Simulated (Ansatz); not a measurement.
## Bi: relaxation of cell and atoms with BLYP

Bi:

```
Bi
1.0
    -1.98143    1.98143    1.98143
     1.98143   -1.98143    1.98143
     1.98143    1.98143   -1.98143
Bi
1
Direct
  0.00000 0.00000 0.00000
```

This isn't the form of Bi at room conditions, which is rhombohedral.

```json
{"Program": "Ansatz 0.2.0", "Task": "relaxation of cell and atoms", "Functional": "BLYP", "Potentials or basis": "all-electron LAPW, scalar-relativistic", "Basis error allowed": "0.001 eV/atom", "k mesh": "9 × 9 × 9", "Occupations": "fermi-dirac, width 0.05 eV", "Spin": "no spin polarisation"}
```

* Relaxed volume: 34.26 Å³/atom
* Relaxed cell: a = 3.544 Å, b = 3.544 Å, c = 3.544 Å, α = 109.47°, β = 109.47°, γ = 109.47°
* Space group after relaxing (to 0.05 Å): Im-3m (No. 229)
* Energy gained by relaxing: 44.3 meV/atom
* Ionic steps: 5
* Pressure after relaxing: 0.0 GPa

Step by step:
```tsv
step	energy change (eV)	largest force (eV/Å)	volume (Å³)
1	0.0000	0.0000	31.12
2	-0.0434	0.0000	34.76
3	-0.0443	0.0000	34.35
4	-0.0443	0.0000	34.26
5	-0.0443	0.0000	34.26
```

Final structure:
```yaml
crystal:
  lattice:
    - [-2.04593, 2.04593, 2.04593]
    - [2.04593, -2.04593, 2.04593]
    - [2.04593, 2.04593, -2.04593]
  atoms:
    - { symbol: Bi, position: [0.00000, 0.00000, 0.00000] }
```

Run time: 23 s on 1 thread of Intel(R) Xeon(R) Processor @ 2.50GHz (Skylake/Cascade Lake), with other jobs on the host, peak memory 0.27 GiB.
